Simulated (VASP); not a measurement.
# HC18 in VASP: further runs, part 2 of 2

VASP 6.6.1. The steps go on from the part before.

## (4) Single point, PBE+D3(BJ), collinear spin, typed start

File INCAR:

```
ALGO     = Fast           # electronic algorithm
EDIFF    = 1E-6           # SCF threshold, eV
ENCUT    = 520            # plane-wave cutoff, eV
GGA      = PE             # functional
ISIF     = 2              # what is computed and relaxed
ISMEAR   = -1             # smearing method
ISPIN    = 2              # spin polarisation
IVDW     = 12             # dispersion correction
LASPH    = T              # aspherical terms in the spheres
LCHARG   = T              # write CHGCAR
LELF     = T              # ELF
LORBIT   = 11             # projections on sites
LREAL    = Auto         
LVHAR    = T            
LWAVE    = F              # write WAVECAR
MAGMOM   = 0 0.09 0 0.09 0 0 0 0.08 0 0.09 0 0.08 0 0.08 0 0 0 0 0 # initial moments
NBANDS   = 56             # bands
NELM     = 150            # most SCF steps
PREC     = Accurate       # precision mode
SIGMA    = 0.02           # smearing width, eV
```

File KPOINTS:

```
k-points
0
Gamma
  2 2 1
```

File POSCAR:

```
HC18
1.0
    7.3980000000      0.0000000000      0.0000000000
   -3.6990000000      6.4068560000      0.0000000000
    0.0000000000      0.0000000000     13.0000000000
C H
18 1
Direct
   -0.0052903035     -0.0029131293      0.0744971538
    0.2167341755      0.1080971697      0.0746265385
   -0.0047284646      0.3315387454      0.0722416154
    0.2172077756      0.4420914096      0.0679470000
   -0.0047270142      0.6631993914      0.0722439231
    0.2172088411      0.7745806992      0.0679527692
    0.3286107191     -0.0034765882      0.0722853077
    0.5479045457      0.1034649444      0.0773460000
    0.3286094635      0.3315498272      0.0722698462
    0.5479068104      0.4439033748      0.0773277692
    0.3280354689      0.6637489589      0.0670433077
    0.5497026971      0.7745838208      0.0679856154
    0.6602538394     -0.0034779930      0.0723173846
    0.8836803686      0.1080879608      0.0746533077
    0.6614012208      0.3304388299      0.1041771538
    0.8883092523      0.4438877665      0.0772768462
    0.6602571401      0.6632009522      0.0723040769
    0.8836821385      0.7750558152      0.0746533077
    0.6613809921      0.3304254068      0.1908515385
```

Potentials or basis: VASP PAW PBE potentials, release 64 (C, H).

Launch:

```bash
cat potpaw_PBE.64/C/POTCAR potpaw_PBE.64/H/POTCAR > POTCAR
mpirun -np 1 vasp_std > vasp.out
```

OUTCAR:

```text
EDIFF = 1E-6
   ENCUT = 520
   GGA = PE
   ISIF = 2
   ISMEAR = -1
   ISPIN = 2
   IVDW = 12
   LASPH = T
   LORBIT = 11
   LREAL = Auto
   NELM = 150
   PREC = Accurate
 IVDW          = 12

 ion  position               nearest neighbor table
   1  0.995  0.997  0.074-   2 1.42  14 1.42  18 1.42
   2  0.217  0.108  0.075-   1 1.42   7 1.43   9 1.43
   3  0.995  0.332  0.072-  16 1.41   4 1.42  14 1.43
   4  0.217  0.442  0.068-  11 1.42   3 1.42   9 1.42
   5  0.995  0.663  0.072-  16 1.41   6 1.42  18 1.43
   6  0.217  0.775  0.068-  11 1.42   5 1.42   7 1.42
   7  0.329  0.997  0.072-   8 1.41   6 1.42   2 1.43
   8  0.548  0.103  0.077-  13 1.41   7 1.41  15 1.50
   9  0.329  0.332  0.072-  10 1.41   4 1.42   2 1.43
  10  0.548  0.444  0.077-  17 1.41   9 1.41  15 1.50
  11  0.328  0.664  0.067-   4 1.42   6 1.42  12 1.42
  12  0.550  0.775  0.068-  11 1.42  17 1.42  13 1.42
[... 652 lines left out ...]
  Total       2.92444     2.91839    -0.11357     0.00819    -0.00242     0.00542
  in kB       7.60416     7.58841    -0.29530     0.02130    -0.00630     0.01409
  external pressure =        4.97 kB  Pullay stress =        0.00 kB

 VOLUME and BASIS-vectors are now :
 -----------------------------------------------------------------------------
  energy-cutoff  :      520.00
  volume of cell :      616.17
      direct lattice vectors                 reciprocal lattice vectors
     7.398000000  0.000000000  0.000000000     0.135171668  0.078041398  0.000000000
    -3.699000000  6.406856000  0.000000000     0.000000000  0.156082796  0.000000000
     0.000000000  0.000000000 13.000000000     0.000000000  0.000000000  0.076923077

 POSITION                                       TOTAL-FORCE (eV/Angst)
 -----------------------------------------------------------------------------------
      3.67064      6.38819      0.96846        -0.001786     -0.002580     -0.003853
      1.20355      0.69256      0.97015         0.006890      0.001946      0.004767
      6.13666      2.12412      0.93914        -0.009390     -0.001074      0.000347
     -0.02839      2.83242      0.88331        -0.003662     -0.001025     -0.005073
      4.90986      4.24902      0.93917        -0.004541     -0.003695     -0.000334
     -1.25826      4.96263      0.88339        -0.002775     -0.003998     -0.003152
[... 11 lines left out ...]
      3.67055      4.96567      0.97049         0.002720      0.002014      0.000490
      3.67065      2.11699      2.48107         0.000689      0.001624      0.017784
 -----------------------------------------------------------------------------------
    total drift:                                0.020906      0.000787      0.025529

  FREE ENERGIE OF THE ION-ELECTRON SYSTEM (eV)
  ---------------------------------------------------
  free  energy   TOTEN  =      -169.4217267740 eV

  energy  without entropy=     -169.4216580797  energy(sigma->0) =     -169.42169243

 total charge

# of ion       s       p       d       tot
------------------------------------------
    1        0.862   1.787   0.000   2.649
    2        0.860   1.780   0.000   2.640
    3        0.863   1.793   0.000   2.656
    4        0.864   1.789   0.000   2.653
    5        0.863   1.793   0.000   2.656
    6        0.864   1.789   0.000   2.653
[... 11 lines left out ...]
   18        0.860   1.780   0.000   2.640
   19        0.613   0.040   0.000   0.653
--------------------------------------------------
tot         16.109  32.199   0.000  48.309

 magnetization (x)

# of ion       s       p       d       tot
------------------------------------------
    1       -0.005  -0.037   0.000  -0.041
    2        0.008   0.115   0.000   0.122
    3       -0.005  -0.059   0.000  -0.064
    4        0.004   0.058   0.000   0.062
    5       -0.005  -0.059   0.000  -0.064
    6        0.004   0.058   0.000   0.062
[... 11 lines left out ...]
   18        0.008   0.115   0.000   0.122
   19        0.049  -0.001   0.000   0.048
--------------------------------------------------
tot          0.067   0.460   0.000   0.527
```

stdout:

```text
POSCAR found type information on POSCAR C H
 POSCAR found :  2 types and      19 ions
 scaLAPACK will be used
 LDA part: xc-table for (Slater+PW92), standard interpolation
 POSCAR, INCAR and KPOINTS ok, starting setup
 FFT: planning ... GRIDC
 FFT: planning ... GRID_SOFT
 FFT: planning ... GRID
 WAVECAR not read
 entering main loop
```

Wall time 12 min (1 thread of Intel Xeon 6975P-C (Granite Rapids), shared host); peak memory 0.92 GiB.

What came out:

- Free energy: -169.4217 eV
- Largest force: 0.022 eV/Å
- Band gap on the k mesh: 0.28 eV, direct
- Net moment: 1.00 μB per cell
- Site moments: C -0.04, +0.12, -0.06, +0.06, +0.13, -0.03, -0.02; H +0.05 μB
- Valence electrons inside the program's atomic spheres: C 2.65, 2.64, 2.66, 2.63; H 0.65
- Dispersion energy per atom: -0.086 eV

Forces on the atoms (eV/Å):
```
C   -0.002 -0.003 -0.004
C    0.007  0.002  0.005
C   -0.009 -0.001  0.000
C   -0.004 -0.001 -0.005
C   -0.005 -0.004  0.000
C   -0.003 -0.004 -0.003
C   -0.008 -0.007 -0.001
C    0.006  0.021 -0.003
C   -0.005 -0.007 -0.001
C    0.021 -0.004 -0.002
C   -0.006 -0.002 -0.006
C    0.002  0.004 -0.007
C    0.007 -0.005  0.000
C    0.002  0.005  0.001
C   -0.004 -0.003  0.009
C   -0.003 -0.002  0.001
C   -0.001  0.007 -0.002
C    0.003  0.002  0.000
H    0.001  0.002  0.018
```

Caveat: the k mesh is coarse (spacing up to 0.49 Å⁻¹), so the values aren't converged.
